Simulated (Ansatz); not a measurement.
Wanted: the native input for an Ansatz 0.2.0 run.

```
Task                : relaxation of cell and atoms
Functional          : PBE
Potentials or basis : Ansatz PAW
Cutoff              : 420 eV (not typed: the program's choice for these potentials)
k mesh              : 7 × 7 × 7
Occupations         : fermi-dirac, width 0.05 eV
Spin                : no spin polarisation
Hubbard terms       : Ti d U = 5 eV
Hubbard projectors  : ortho-atomic (the default)
Double counting     : fll (the default)
```

BaTiO3 (Barioperovskite):

```
Ba Ti O
1.0
     3.98550    0.00000    0.00000
     0.00000    2.83690    2.84515
     0.00000   -2.83690    2.84515
Ba Ti O
1 1 3
Direct
  0.00000 0.00000 0.00000
  0.50000 0.51240 0.51240
  0.50000 0.99184 0.50524
  0.50000 0.50524 0.99184
  0.00000 0.48740 0.48740
```

The input as run:

input.yaml

```yaml
crystal:
  lattice:
    - [3.9855, 0.0, 0.0]
    - [0.0, 2.8369, 2.84515]
    - [0.0, -2.8369, 2.84515]
  atoms:
    - { symbol: Ba, position: [0.0, 0.0, 0.0] }
    - { symbol: Ti, position: [0.5, 0.5124, 0.5124] }
    - { symbol: O, position: [0.5, 0.99184, 0.50524] }
    - { symbol: O, position: [0.5, 0.50524, 0.99184] }
    - { symbol: O, position: [0.0, 0.4874, 0.4874] }
hamiltonian:
  xc: pbe
  pseudopotentials: { kind: paw }
  hubbard: { sites: [{ species: Ti, l: d, u_eff: 5.0 }] }
kpoints:
  mp_grid: { grid: [7, 7, 7] }
scf:
  occupations: { method: fermi_dirac, width: 0.05 }
output:
  forces: true
  stress: true
  eigenvalues: true
  write_density: true
  write_potential: true
  elf: true
  volumetric_format: npy
relax:
  f_tol: 0.01
  max_steps: 40
  cell: { stress_tol: 0.05 }
```

Potentials or basis: Ansatz PAW.

Run with:

```bash
$ ansatz run input.yaml --threads 2 --pin off --max-ram 5632MiB --backend cpu --events-out ev --progress --plain --runs-dir out
```

It gave:

```
Relaxed volume                         : 13.26 Å³/atom
Relaxed cell                           : a = 4.017 Å, b = 4.063 Å, c = 4.063 Å, α = 89.81°, β = 90.00°, γ = 90.00°
Space group after relaxing (to 0.05 Å) : Amm2 (No. 38)
Energy gained by relaxing              : 7.1 meV/atom
Ionic steps                            : 12
Pressure after relaxing                : 0.0 GPa
Largest force after relaxing           : 0.004 eV/Å
Band gap on the k mesh                 : 2.64 eV, indirect (least direct gap 2.93 eV)
```

Caveat: odd divisions of the mesh miss points on the zone boundary, where band edges often lie, so the gap on the mesh can be too wide; the plane-wave basis is chosen anew once the cell has moved, so the energies of steps on either side of that aren't comparable; the pressure holds a Pulay correction of +0.5 GPa for the finite cutoff; spin-orbit coupling is left out, which moves the levels of the heavy elements.

It took 96 s on 2 threads of Arm Neoverse V1 (shared host), peak memory 0.48 GiB.
